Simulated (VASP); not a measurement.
**VASP 6.6.1 run: GaAs**

INCAR

```
ISIF = 2
LCHARG = .FALSE.
ISMEAR = -5
NELECT = 17
NELM = 95
GGA = PE
ENCUT = 520
ISYM = 0
IBRION = -1
NBANDS = 16
LWAVE = .FALSE.
PREC = Accurate
EDIFF = 1E-7
NSW = 0
SIGMA = 0.05
LASPH = .TRUE.
LREAL = .FALSE.
```

KPOINTS

```
KPOINTS created by Atomic Simulation Environment
0
Gamma
4 4 4
0 0 0
```

POSCAR

```
Ga As
 1.0000000000000000
     0.0000000000000000    2.8330850957000000    2.7905888192999999
     2.8330850957000000    0.0000000000000000    2.7905888192999999
     2.8330850957000000    2.8330850957000000    0.0000000000000000
 Ga  As
   1   1
Cartesian
  0.0000000000000000  0.0000000000000000  0.0000000000000000
  1.4165425478500000  1.4165425478500000  1.3952944096500000
```

The recommended PBE PAW datasets give the neutral cell 18 valence electrons.

Command

```
mpirun -np 1 vasp_std
```

Task: Predict the outcome of this run.

Result: It converged. Results: pressure -25.7 GPa; largest force 0.10 eV/Å.

OSZICAR

```
N       E                     dE             d eps       ncg     rms          rms(c)
DAV:   1     0.742430048062E+02    0.74243E+02   -0.79924E+03  1184   0.138E+03
DAV:   2    -0.478649362655E+01   -0.79029E+02   -0.74869E+02  1336   0.300E+02
DAV:   3    -0.109085265734E+02   -0.61220E+01   -0.60766E+01  1368   0.626E+01
DAV:   4    -0.110015529493E+02   -0.93026E-01   -0.92945E-01  1496   0.855E+00
DAV:   5    -0.110027034706E+02   -0.11505E-02   -0.11659E-02  1400   0.861E-01    0.270E+00
DAV:   6    -0.111896082362E+02   -0.18690E+00   -0.35405E-01  1576   0.983E+00    0.124E+00
DAV:   7    -0.111914146884E+02   -0.18065E-02   -0.22327E-02  1256   0.973E-01    0.571E-01
DAV:   8    -0.111921794601E+02   -0.76477E-03   -0.49219E-03  1464   0.454E-01    0.152E-01
DAV:   9    -0.111921977175E+02   -0.18257E-04   -0.58660E-04  1336   0.128E-01    0.788E-02
DAV:  10    -0.111921967010E+02    0.10165E-05   -0.18494E-03  1496   0.976E-02    0.877E-02
...
DAV:  59    -0.111921544983E+02   -0.13755E-06   -0.26930E-05   576   0.398E-03    0.625E-02
DAV:  60    -0.111921542716E+02    0.22676E-06   -0.95521E-06   648   0.574E-03    0.630E-02
DAV:  61    -0.111921542433E+02    0.28233E-07   -0.99279E-06   648   0.574E-03    0.630E-02
DAV:  62    -0.111921542617E+02   -0.18405E-07   -0.12054E-05   648   0.596E-03    0.631E-02
DAV:  63    -0.111921542217E+02    0.39989E-07   -0.79089E-06   664   0.597E-03    0.630E-02
DAV:  64    -0.111921542855E+02   -0.63775E-07   -0.14422E-05   664   0.593E-03    0.631E-02
DAV:  65    -0.111921541834E+02    0.10208E-06   -0.41946E-06   664   0.594E-03    0.629E-02
DAV:  66    -0.111921543434E+02   -0.15993E-06   -0.20014E-05   664   0.594E-03    0.632E-02
DAV:  67    -0.111921542916E+02    0.51775E-07   -0.82846E-08   616   0.595E-03
   1 F= -.11192154E+02 E0= -.11192154E+02  d E =0.000000E+00
```

The cell is charged and sits in a uniform background.

For comparison, a separate PBE run of the intended cell, on usual settings and not on those above, gives a gap of 0.53 eV on its mesh and a pressure of 4.1 GPa.
